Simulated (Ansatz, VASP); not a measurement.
Two plane-wave programs on Si

```
CELL_PARAMETERS angstrom
4.12095 0.00000 0.00000
-2.06047 3.56885 0.00000
0.00000 0.00000 2.65479
ATOMIC_POSITIONS crystal
Si 0.33333 0.66667 0.50000
Si 0.66667 0.33333 0.50000
```

The cell was built by a generator and needn't be a form met in nature.

Alike in both runs: task band structure; functional HSE03; k mesh 4 × 4 × 5; occupations fermi-dirac, width 0.05 eV; no spin polarisation.

|  | VASP | Ansatz |
| --- | --- | --- |
| version | VASP 6.6.1 | Ansatz 0.2.0 |
| potentials or method | VASP PAW PBE potentials, release 64 (Si) | Ansatz PAW |
| plane-wave cutoff (eV) | 520 | 420 |
| valence electrons in the cell | 8 | 8 |

VASP gave:

- gap on the k mesh at the Fermi level (eV): none
- pressure (GPa): -2.4
- largest component of the traceless stress (GPa): 8.24

Q: Estimate Ansatz's values.

A: gap on the k mesh at the Fermi level (eV): none; pressure (GPa): -2.2; largest component of the traceless stress (GPa): 8.34.

A gap of «none» marks a metal or a gap that the smearing closes. With one functional, cell and mesh, what is left measures potentials, basis and numerics.

Caveats: the k mesh is coarse (spacing up to 0.47 Å⁻¹), so the values aren't converged, least of all with exact exchange; the PAW data sets were made with another functional, which shifts forces and pressure a little (VASP); the PAW data sets come from PBE, with cores solved anew for the run's functional, which leaves a small shift of forces and pressure (Ansatz); the thresholds are loose for stress (Ansatz).
